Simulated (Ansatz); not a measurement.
**Al2Cu (Khatyrkite) under changes of volume**

One of the cells (14.960 Å³/atom); the others are scaled copies at fixed shape and fractional positions:

```
Cu Al
1.0
    -3.03350    3.03350    2.43850
     3.03350   -3.03350    2.43850
     3.03350    3.03350   -2.43850
Cu Al
2 4
Direct
  0.25000 0.25000 0.00000
  0.75000 0.75000 0.00000
  0.34190 0.15810 0.50000
  0.84190 0.34190 0.18380
  0.65810 0.84190 0.50000
  0.15810 0.65810 0.81620
```

| Item | Value |
| --- | --- |
| Program | Ansatz 0.2.0 |
| Functional | PBEsol |
| Potentials or basis | all-electron LAPW, scalar-relativistic |
| Cutoff | 329 eV (chosen from the basis error) |
| Basis error allowed | 0.001 eV/atom |
| k mesh | 7 × 7 × 7 |
| Occupations | fermi-dirac, width 0.05 eV |
| Spin | no spin polarisation |

```csv
volume (Å³/atom),energy over the lowest point (meV/atom),pressure (GPa),largest force (eV/Å)
14.062,3.70,3.2,0.036
14.361,0.00,0.8,0.048
14.660,0.72,-1.5,0.059
14.960,?,?,?
15.259,13.58,-5.3,0.078
15.558,24.91,-6.8,0.086
15.857,39.04,-8.3,0.093
```

What does the run at 14.960 Å³/atom give?

Energy over the lowest point 5.39 meV/atom; pressure -3.5 GPa; largest force 0.069 eV/Å.

Worked out: A Birch-Murnaghan fit of order 3 (a polynomial in V^(-2/3)) to the other rows has its minimum at 14.46 Å³/atom with B0 = V·E''(V) = 110 GPa and B' = 4.5 at fixed shape and positions, which overstates the stiffness. It gives 5.40 meV/atom at 14.960 Å³/atom, against the run's 5.39, and -dE/dV = -3.5 GPa, against -3.5.

Energies are extrapolated to zero smearing.
